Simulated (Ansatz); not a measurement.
# SiNi (Pnma) in Ansatz: band structure with BLYP

Aim: the band structure of SiNi with BLYP.

Program: Ansatz 0.2.0. These are calculated values, not measurements. Logs are shortened: lines on timing, memory, paths and dates and some standing lists are left out, and cuts for length are marked.

### Step 1. The crystal as given

The structure is orthorhombic, space group Pnma (No. 62). The conventional cell has a = 5.173 Å, b = 3.338 Å, c = 5.605 Å, α = 90.00°, β = 90.00°, γ = 90.00°. Ni (site symmetry m) has 6 Si at 2.28 to 2.40 Å as nearest neighbours. Around Si (site symmetry m) lie 6 Ni at 2.28 to 2.40 Å.

### Step 2. Band structure, BLYP, collinear spin, ferromagnetic start

The input, input.yaml:

```yaml
crystal:
  lattice:
    - [5.1731, 0.0, 0.0]
    - [0.0, 3.3381, 0.0]
    - [0.0, 0.0, 5.6049]
  atoms:
    - { symbol: Ni, position: [0.99221, 0.75, 0.81248], spin: 1.0 }
    - { symbol: Ni, position: [0.50779, 0.25, 0.31248], spin: 1.0 }
    - { symbol: Ni, position: [0.49221, 0.75, 0.68752], spin: 1.0 }
    - { symbol: Ni, position: [0.00779, 0.25, 0.18752], spin: 1.0 }
    - { symbol: Si, position: [0.67872, 0.25, 0.9175] }
    - { symbol: Si, position: [0.82128, 0.75, 0.4175] }
    - { symbol: Si, position: [0.17872, 0.25, 0.5825] }
    - { symbol: Si, position: [0.32128, 0.75, 0.0825] }
hamiltonian:
  xc: blyp
  pseudopotentials: { kind: paw }
magnetization:
  spin_polarized: true
kpoints:
  mp_grid: { grid: [5, 8, 5] }
  band_path:
    path:
      - [[0.0, 0.0, 0.0], [0.0, -0.5, 0.0], [-0.5, -0.5, 0.0], [-0.5, 0.0, 0.0], [0.0, 0.0, 0.0], [0.0, 0.0, -0.5], [0.0, -0.5, -0.5], [-0.5, -0.5, -0.5], [-0.5, 0.0, -0.5], [0.0, 0.0, -0.5]]
      - [[-0.5, 0.0, 0.0], [-0.5, 0.0, -0.5]]
      - [[0.0, -0.5, -0.5], [0.0, -0.5, 0.0]]
      - [[-0.5, -0.5, 0.0], [-0.5, -0.5, -0.5]]
    npoints: 10
scf:
  occupations: { method: fermi_dirac, width: 0.05 }
  n_extra_bands: 20
output:
  forces: true
  stress: true
  eigenvalues: true
  fatbands: true
```

Potentials or basis: Ansatz PAW.

The run is started by

```
$ ansatz run input.yaml --threads 4 --pin off --max-ram 11264MiB --backend cpu --events-out ev --progress --plain --runs-dir out
```

The program printed:

```text
Warning: RAYON_NUM_THREADS=4 ignored (pool sized by the plan → 4); use --threads N
scf.n_extra_bands = 20 over 44 filled bands (N_el = 88.0): the run solves 64 bands
Engine: ansatz 0.2.0, aarch64-unknown-linux-gnu
Pseudopotentials: kind: paw
Pseudopotential: Ni, paw, valence charge 18, recommended cutoff 420 eV (normal), Ni.paw.azcp
Pseudopotential: Si, paw, valence charge 4, recommended cutoff 420 eV (normal), Si.paw.azcp
Functional definition: BLYP
  parameter beta = 0.0042
  parameter a = 0.04918
  parameter b = 0.132
  parameter c = 0.2533
  parameter d = 0.349
  exchange = b88_x(beta = beta)
  correlation = lyp_c(a = a, b = b, c = c, d = d)
Crystal: 8 atoms, lattice volume = 96.787 Å³
Basis set: ecut = 420 eV, 1905 PW (Γ), exchange–correlation on 72×48×80 points (8 copies of the dense FFT grid, shifted against one another)
Bands: 64, of which v1, the nominal top of the filled ones, is band 44 counted from 1 (43 counted from 0)
Symmetry: 8 space group operations
Space group: Pnma (ITA 62), of the structure as read, at distance tolerance 4.6e-5 Å
Magnetic group: BNS 62.441 (UNI 539), of the structure as read, at distance tolerance 4.6e-5 Å
k-points: 45 of 200
Non-local potential: Ni, projectors of the file, l = 0: 3, l = 1: 2, l = 2: 3, l = 3: 1
Non-local potential: Si, projectors of the file, l = 0: 2, l = 1: 2, l = 2: 2
PAW form: soft (Blöchl's): semilocal exchange-correlation on the pseudo side does not see the compensation charge
PAW frozen core: Ni, regenerated for the run's functional, and the local potential with it (the file was generated under x = pbe(κ = 0.804, μ = 0.2195149727645171), c = pbe(β = 0.06672455060314922))
PAW frozen core: Si, regenerated for the run's functional, and the local potential with it (the file was generated under x = pbe(κ = 0.804, μ = 0.2195149727645171), c = pbe(β = 0.06672455060314922))
PAW one-centre angular grid: Ni, 590 points (default); XC on 64 Gauss nodes
PAW one-centre angular grid: Si, 110 points (default); XC on 64 Gauss nodes
Initial density: superposition of atomic densities (chi_scale 0.1, normalization cell)
Starting moments: Σ|m| = 4 μB on 4 of 8 sites
Initial wavefunctions: pseudopotential atomic-orbital guess
Functional: x = b88, c = lyp
iter 1 solved again at ethr=2.86e-3 eV; its pass at ethr=3.10e-3 eV (dr2=2.52e0 eV) is discarded
SCF iter   1: F=—  HF=-25947.660886 eV  |F-HF|=—  |Δ(HF+E_count)|=         —  Δρ=1.13e-1 (↑1.13e-1 ↓6.24e-2)  dr2=2.56e0  dr2_m=6.36e0  M=0.274 μB ∫|m|=0.529 μB  β_m=0.30  ethr=2.86e-3  ⟨swp⟩=2.5  Hψ=29421  notcnv=0
Mixer restart at iter 1: flushing history
preconditioner: auto → Kerker (q_TF=auto, 2.685 Å⁻¹)  [metal: Δε(μ)=0.021 eV  Ē_g=9.913 eV  σ=0.050 eV  W_gap=0.10  n_scr=38 (ndim 8)  ℏωp=28.2 eV  f_vac=0.000  D(μ)=2.83/eV (n_scr^D=20)]
spin=Collinear: Kerker preconditioning applied to the charge; magnetization (m = ρ↑ − ρ↓) channel mixes plain (no charge-response kernel on spin).
SCF iter   2: F=—  HF=-25947.372031 eV  |F-HF|=—  |Δ(HF+E_count)|=   2.89e-1  Δρ=8.37e-2 (↑4.70e-2 ↓8.37e-2)  dr2=2.06e0  dr2_m=3.57e0  M=0.166 μB ∫|m|=0.360 μB  β_m=0.50  ethr=2.86e-3  ⟨swp⟩=2.4  Hψ=9396  notcnv=0
SCF iter   3: F=—  HF=-25951.193495 eV  |F-HF|=—  |Δ(HF+E_count)|=    3.82e0  Δρ=4.80e-2 (↑2.78e-2 ↓4.80e-2)  dr2=1.18e0  dr2_m=1.17e0  M=0.080 μB ∫|m|=0.212 μB  β_m=0.75  ethr=2.34e-3  ⟨swp⟩=2.2  Hψ=9007  notcnv=0  defer=1053
SCF iter   4: F=—  HF=-25953.561776 eV  |F-HF|=—  |Δ(HF+E_count)|=    2.37e0  Δρ=2.36e-2 (↑2.28e-2 ↓2.36e-2)  dr2=1.85e0  dr2_m=2.31e-4  M=-0.001 μB ∫|m|=0.020 μB  β_m=0.74  ethr=1.34e-3  ⟨swp⟩=2.4  Hψ=8191  notcnv=0  defer=1053
SCF iter   5: F=—  HF=-25953.241571 eV  |F-HF|=—  |Δ(HF+E_count)|=   3.20e-1  Δρ=6.79e-3 (↑6.79e-3 ↓5.33e-3)  dr2=6.75e-2  dr2_m=6.00e-4  M=0.002 μB ∫|m|=0.007 μB  β_m=0.87  ethr=1.34e-3  ⟨swp⟩=2.1  Hψ=8546  notcnv=0  defer=1062
SCF iter   6: F=—  HF=-25953.253311 eV  |F-HF|=—  |Δ(HF+E_count)|=   1.17e-2  Δρ=2.35e-3 (↑7.95e-4 ↓2.35e-3)  dr2=5.32e-3  dr2_m=8.21e-4  M=-0.003 μB ∫|m|=0.007 μB  β_m=0.93  ethr=7.67e-5  ⟨swp⟩=2.2  Hψ=8161  notcnv=0  defer=1062
SCF iter   7: F=—  HF=-25953.255264 eV  |F-HF|=—  |Δ(HF+E_count)|=   1.95e-3  Δρ=4.83e-4 (↑4.83e-4 ↓4.05e-4)  dr2=6.11e-4  dr2_m=2.35e-6  M=-0.000 μB ∫|m|=0.001 μB  β_m=0.97  ethr=6.04e-6  ⟨swp⟩=2.0  Hψ=8403  notcnv=0  defer=1062
SCF iter   8: F=—  HF=-25953.255280 eV  |F-HF|=—  |Δ(HF+E_count)|=   1.64e-5  Δρ=9.76e-5 (↑9.62e-5 ↓9.76e-5)  dr2=3.28e-5  dr2_m=2.88e-8  M=-0.000 μB ∫|m|=0.000 μB  β_m=0.98  ethr=6.94e-7  ⟨swp⟩=2.2  Hψ=8288  notcnv=0  defer=1062
SCF iter   9: F=—  HF=-25953.255283 eV  |F-HF|=—  |Δ(HF+E_count)|=   2.17e-6  Δρ=2.40e-5 (↑2.23e-5 ↓2.40e-5)  dr2=1.79e-6  dr2_m=8.82e-9  M=-0.000 μB ∫|m|=0.000 μB  β_m=0.97  ethr=3.72e-8  ⟨swp⟩=2.2  Hψ=7312  notcnv=0  defer=1062
SCF iter  10: F=—  HF=-25953.255283 eV  |F-HF|=—  |Δ(HF+E_count)|=   2.12e-7  Δρ=1.02e-5 (↑1.02e-5 ↓9.95e-6)  dr2=3.13e-7  dr2_m=1.05e-10  M=-0.000 μB ∫|m|=0.000 μB  β_m=0.98  ethr=2.03e-9  ⟨swp⟩=2.0  Hψ=8940  notcnv=0  defer=1062
SCF iter  11: F=—  HF=-25953.255283 eV  |F-HF|=—  |Δ(HF+E_count)|=  4.37e-10  Δρ=3.81e-6 (↑3.81e-6 ↓3.68e-6)  dr2=3.85e-8  dr2_m=1.49e-11  M=-0.000 μB ∫|m|=0.000 μB  β_m=0.89  ethr=3.56e-10  ⟨swp⟩=1.2  Hψ=5819  notcnv=0  defer=1062
SCF iter  12: F=-25953.255283 eV  HF=-25953.255283 eV  |F-HF|=7.28e-10  |Δ(HF+E_count)|=   5.09e-9  Δρ=5.47e-7 (↑5.13e-7 ↓5.47e-7)  dr2=9.32e-10  dr2_m=3.87e-13  M=-0.000 μB ∫|m|=0.000 μB  ethr=4.37e-11  ⟨swp⟩=8.5  Hψ=28167  notcnv=0
SCF 1 converged in 12 iterations: F = -25953.255283 eV  dr2 = 9.32e-10
WARN: the starting moments were not kept: the SCF closed with an absolute magnetisation of 7.5e-7 μB, where they sum to 4 μB in size (4 sites). That is at most 0.1 of that sum. Measured as dr2_m measures the in/out step, that magnetisation stands 1.6e-13 eV from none, at or under the dr2_threshold of 1.0e-7 eV: it is no larger than a step whose dr2_m would equal this threshold. The system may hold no moment; this SCF shows only that its start led to no more than that. To try another start: raise the starting moments (crystal.atoms[].spin, magnetization.per_species, magnetization.initial_magnetization, or on a non-collinear deck that types none of these the spinor_matrix: blocks that start its atoms; where the total moment is fixed, keep their sum and leave initial_magnetization as it is; typed ones take the place of any that the run laid by itself, positive ones on a crystal's lanthanoids without a Hubbard term where scf.initial_density.shell_occupations: [] is typed) or, if the notice of its spin-set hold's release reads "site moments contracting" or "site moments show no strong build", lengthen the hold (scf.mixing.spin_hold: { on: { confirm: 4 } }; for m-r²SCAN on two components see the key's manual first). Each may lead to a state that holds a moment. A second SCF, from the converged charge density, with the starting moments and any scf.initial_density.shell_occupations laid on it anew, would have followed, and was not run: the deck does not ask for one (magnetization.retry_lost_moments is false, the default). To let it run, set magnetization.retry_lost_moments: true and run the deck again, where that key's refused combinations let it; where memory then withholds it, that run's warning says so.
NSCF: frozen V_eff on 124 k-points
SCF converged after 12 iterations
Magnetization: -0.0000 μB (44.0000 up, 44.0000 down)
Absolute magnetization: 0.0000 μB (∫|ρ↑−ρ↓|, with the PAW one-centre terms)
Spin contamination: 0.0000 ħ² per cell (⟨S²⟩ above its minimum at these occupations)
Per-site moments (μB) at R_I (Å): [(-9.604067338576723e-8, 0.9395906128967046), (-9.604067330715635e-8, 0.9395906128967049), (-9.604067353673528e-8, 0.9395906128967049), (-9.604067336693184e-8, 0.9395906128967049), (-1.08104266309228e-8, 0.9395906128967049), (-1.081042657374702e-8, 0.9395906128967049), (-1.0810426591159187e-8, 0.9395906128967049), (-1.0810426623113945e-8, 0.9395906128967046)]
Free energy (F): -25953.255283 eV
Harris-Foulkes:  -25953.255283 eV  (|F-HF|=7.28e-10)
Internal energy: -25953.236640 eV  (E = F + TS)
E sigma→0 (E₀):  -25953.245962 eV
Entropy (-TS):   -0.018643 eV (-2.330 meV/atom)
Fermi energy:    15.223946 eV
--- Per-component energies (eV) ---
  E_band       = -1257.758926
  E_kinetic    = 1316.517504
  E_local      = -17851.530333  (includes V_loc(G=0)·N_el)
  E_nonlocal   = 2624.773055
  E_hartree    = 7691.389201
  E_xc         = -558.100457
  E_vxc        = -621.529237  (∫ρ·V_xc dr)
  E_paw        = -8633.245210  (= ΣΔE_a)
  E_vpaw       = -2108.775444  (= ΣTr[D̂ρ^β])
  E_aug_tail   = 0.002000  (compensation charges beyond the density's cutoff)
  E_ewald      = -10543.115540
  E_core_change = 0.073140  (= ΣΔE_core)
  E_smearing   = -0.018643  (= −TS)
  E_closure    = 0.000000  (closes the sum)
  Σ components = -25953.255283   (vs F -25953.255283, Δ=0.00e0)
--- Forces (eV/Å), atoms counted from 1 ---
  atom   1  Ni     0.04284534    -0.00000000    -0.15665061
  atom   2  Ni    -0.04284534    -0.00000000    -0.15665061
  atom   3  Ni     0.04284534     0.00000000     0.15665061
  atom   4  Ni    -0.04284534     0.00000000     0.15665061
  atom   5  Si     0.05535399    -0.00000000     0.00225009
  atom   6  Si    -0.05535399     0.00000000     0.00225009
  atom   7  Si     0.05535399    -0.00000000    -0.00225009
  atom   8  Si    -0.05535399     0.00000000    -0.00225009
  max |Σ_I F_I| component: 2.78e-17 eV/Å
--- Stress (GPa, compression-positive) ---
        8.237204       0.000000      -0.000000
        0.000000      11.243682      -0.000000
       -0.000000      -0.000000      10.088167
  P = ⅓ Tr σ = 9.8564 GPa (98.564 kbar)
--- Band table (eV; the first three rows and the last of 90) ---
  k-point 0 ↑: bands = ["-88.5387", "-88.5348", "-88.5346", "-88.5307", "-49.0974", "-49.0930", "-49.0769", "-49.0649", "-49.0545", "-49.0502", "-49.0122", "-49.0088", "-49.0087", "-49.0041", "-48.9921", "-48.9873", "2.2403", "5.5117", "6.8493", "7.3813", "8.7143", "9.1598", "10.8214", "11.2006", "11.2845", "11.3231", "11.3740", "11.3826", "11.5567", "11.8676", "12.0817", "12.2088", "12.3291", "12.4926", "12.7737", "12.8515", "12.9290", "13.0288", "13.1044", "13.2084", "13.3231", "13.9926", "14.1980", "14.2255", "15.7387", "16.3871", "18.5654", "19.1716", "19.4630", "19.9170", "20.0592", "21.2741", "21.7066", "21.8989", "22.0522", "22.2017", "23.7530", "24.4202", "25.0739", "25.0992", "25.4253", "25.8389", "26.0815", "26.2687"]
  k-point 1 ↑: bands = ["-88.5385", "-88.5359", "-88.5334", "-88.5309", "-49.0970", "-49.0935", "-49.0758", "-49.0664", "-49.0537", "-49.0505", "-49.0119", "-49.0091", "-49.0085", "-49.0047", "-48.9915", "-48.9876", "2.4207", "4.8224", "7.2782", "7.4595", "8.5674", "9.7505", "10.2914", "11.0821", "11.2016", "11.2620", "11.3233", "11.5749", "11.6555", "11.9402", "12.0948", "12.1327", "12.4138", "12.6142", "12.7577", "12.7605", "12.7624", "12.9814", "13.0244", "13.1889", "13.5709", "13.8186", "14.1795", "14.7402", "16.0093", "16.8808", "17.9099", "18.9206", "19.5598", "19.6264", "19.7343", "21.2621", "21.8462", "22.0222", "22.1409", "22.2405", "24.0704", "24.1528", "24.3000", "24.3917", "24.5030", "25.6338", "26.4541", "26.6176"]
  k-point 2 ↑: bands = ["-88.5380", "-88.5371", "-88.5323", "-88.5314", "-49.0959", "-49.0946", "-49.0731", "-49.0696", "-49.0524", "-49.0513", "-49.0110", "-49.0099", "-49.0074", "-49.0060", "-48.9901", "-48.9887", "2.9512", "3.7913", "7.6566", "7.7391", "8.5447", "9.2517", "10.5865", "10.9085", "11.3606", "11.3905", "11.4042", "11.5771", "11.8690", "12.0377", "12.0805", "12.0882", "12.3831", "12.3897", "12.5412", "12.5756", "12.8845", "13.0362", "13.1268", "13.1957", "13.5522", "13.7345", "14.4797", "15.5205", "15.7025", "16.8108", "17.9286", "18.6292", "19.3191", "19.7802", "20.4400", "21.1048", "21.1875", "21.2050", "22.2176", "22.7316", "22.7420", "23.4828", "23.7160", "24.0609", "25.2620", "25.8230", "26.2065", "27.3655"]
  k-point 44 ↓: bands = ["-88.5352", "-88.5352", "-88.5339", "-88.5339", "-49.0847", "-49.0847", "-49.0828", "-49.0828", "-49.0394", "-49.0394", "-49.0259", "-49.0259", "-48.9998", "-48.9998", "-48.9982", "-48.9982", "6.3925", "6.3925", "6.6689", "6.6689", "8.7237", "8.7237", "9.2128", "9.2128", "11.4617", "11.4617", "11.5391", "11.5391", "11.7515", "11.7515", "11.9759", "11.9759", "12.4832", "12.4832", "12.6172", "12.6172", "12.9917", "12.9917", "13.0802", "13.0802", "13.2728", "13.2728", "13.3125", "13.3125", "16.8853", "16.8853", "17.7624", "17.7624", "18.4124", "18.4124", "19.1390", "19.1390", "20.6908", "20.6908", "21.2284", "21.2284", "22.3723", "22.3723", "23.1255", "23.1255", "25.8059", "25.8059", "27.8687", "27.8687"]
```

It took 58 s on 4 threads of Arm Neoverse N1, shared host; peak memory 0.9 GiB.

What came out:

- Free energy: -25953.2553 eV
- Pressure: 9.9 GPa
- Largest force: 0.162 eV/Å
- Band gap on the k mesh: none (metal or under the smearing width)
- Net moment: 0.00 μB per cell
- Absolute moment: 0.00 μB per cell

Forces on the atoms (eV/Å):
```
Ni   0.043  0.000 -0.157
Ni  -0.043  0.000 -0.157
Ni   0.043  0.000  0.157
Ni  -0.043  0.000  0.157
Si   0.055  0.000  0.002
Si  -0.055  0.000  0.002
Si   0.055  0.000 -0.002
Si  -0.055  0.000 -0.002
```

Stress tensor (GPa, compression positive):
```
 8.24  0.00  0.00
 0.00 11.24  0.00
 0.00  0.00 10.09
```

Levels at the corners of the path, in eV from the Fermi level:
Spin up:
| point | band 42 | band 43 | band 44 | band 45 | band 46 | band 47 |
| --- | --- | --- | --- | --- | --- | --- |
| Γ | -1.23 | -1.03 | -1.00 | 0.51 | 1.16 | 3.34 |
| X | -1.92 | -1.43 | -1.43 | -0.65 | -0.65 | 1.96 |
| S | -1.74 | -1.74 | -1.74 | 0.45 | 0.45 | 0.45 |
| Y | -1.92 | 0.87 | 0.87 | 1.16 | 1.16 | 3.68 |
| Γ | -1.23 | -1.03 | -1.00 | 0.51 | 1.16 | 3.34 |
| Z | -1.55 | -0.32 | -0.32 | 1.02 | 1.02 | 3.21 |
| U | -2.01 | -1.75 | -1.75 | 0.08 | 0.08 | 1.24 |
| R | -1.94 | -1.94 | -1.94 | 2.51 | 2.51 | 2.51 |
| T | -1.11 | 0.65 | 0.65 | 2.36 | 2.36 | 2.79 |
| Z | -1.55 | -0.32 | -0.32 | 1.02 | 1.02 | 3.21 |
| Y | -1.92 | 0.87 | 0.87 | 1.16 | 1.16 | 3.68 |
| T | -1.11 | 0.65 | 0.65 | 2.36 | 2.36 | 2.79 |
| U | -2.01 | -1.75 | -1.75 | 0.08 | 0.08 | 1.24 |
| X | -1.92 | -1.43 | -1.43 | -0.65 | -0.65 | 1.96 |
| S | -1.74 | -1.74 | -1.74 | 0.45 | 0.45 | 0.45 |
| R | -1.94 | -1.94 | -1.94 | 2.51 | 2.51 | 2.51 |
Spin down:
```
point  band 40  band 41  band 42  band 43  band 44  band 45  band 46  band 47  band 48  band 49
    Γ    -2.02    -1.90    -1.23    -1.03    -1.00     0.51     1.16     3.34     3.95     4.24
    X    -2.15    -1.92    -1.92    -1.43    -1.43    -0.65    -0.65     1.96     1.96     2.49
    S    -2.09    -1.74    -1.74    -1.74    -1.74     0.45     0.45     0.45     0.45     4.19
    Y    -2.03    -1.92    -1.92     0.87     0.87     1.16     1.16     3.68     3.68     4.45
    Γ    -2.02    -1.90    -1.23    -1.03    -1.00     0.51     1.16     3.34     3.95     4.24
    Z    -2.14    -1.55    -1.55    -0.32    -0.32     1.02     1.02     3.21     3.21     4.40
    U    -2.03    -2.01    -2.01    -1.75    -1.75     0.08     0.08     1.24     1.24     2.30
    R    -2.22    -1.94    -1.94    -1.94    -1.94     2.51     2.51     2.51     2.51     3.45
    T    -2.16    -1.11    -1.11     0.65     0.65     2.36     2.36     2.79     2.79     2.85
    Z    -2.14    -1.55    -1.55    -0.32    -0.32     1.02     1.02     3.21     3.21     4.40
    Y    -2.03    -1.92    -1.92     0.87     0.87     1.16     1.16     3.68     3.68     4.45
    T    -2.16    -1.11    -1.11     0.65     0.65     2.36     2.36     2.79     2.79     2.85
    U    -2.03    -2.01    -2.01    -1.75    -1.75     0.08     0.08     1.24     1.24     2.30
    X    -2.15    -1.92    -1.92    -1.43    -1.43    -0.65    -0.65     1.96     1.96     2.49
    S    -2.09    -1.74    -1.74    -1.74    -1.74     0.45     0.45     0.45     0.45     4.19
    R    -2.22    -1.94    -1.94    -1.94    -1.94     2.51     2.51     2.51     2.51     3.45
```

Caveat: the PAW data sets come from PBE, with cores solved anew for the run's functional, which leaves a small shift of forces and pressure; the starting moments weren't kept.
